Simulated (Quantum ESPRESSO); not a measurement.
Runs of Quantum ESPRESSO 7.5 on CoO. The structure is cubic, space group Fm-3m (No. 225). Conventional cell: a = 4.263 Å, b = 4.263 Å, c = 4.263 Å, α = 90.00°, β = 90.00°, γ = 90.00°. Co (site symmetry m-3m) is surrounded by 6 O at 2.13 Å. Around O (site symmetry m-3m) lie 6 Co at 2.13 Å. 

| cell | gap on the mesh (eV) | pressure (GPa) | moment (μB) |
| --- | --- | --- | --- |
| relaxed to 8 GPa | none | 7.9 | (a) |
| relaxed to 3 GPa | none | 2.9 | 2.85 |
| relaxed to -3 GPa | none | -3.1 | 2.94 |
| relaxed | none | -0.1 | 2.89 |
| relaxed to 15 GPa | none | 14.9 | (b) |

Alike in all rows: task phonons; level PBEsol; potentials or basis GBRV 1.5 PBEsol; spin collinear, ferromagnetic start; k mesh 9 × 9 × 9; cutoff (eV) 762; smearing cold 0.2 eV.

Fill in the values left out.

(a) 2.81; (b) 2.73.

Caveats: the mesh is thin for the phonons of a metal; a cell with one magnetic atom can't hold antiferromagnetic order, which such compounds often take; semilocal functionals often make such compounds metallic where correlation or magnetic order opens a gap, which also shifts bond lengths; the cell is more than 3 GPa from zero pressure, which shifts response properties (some runs).

A gap of «none» marks a metal or a gap under the smearing width.
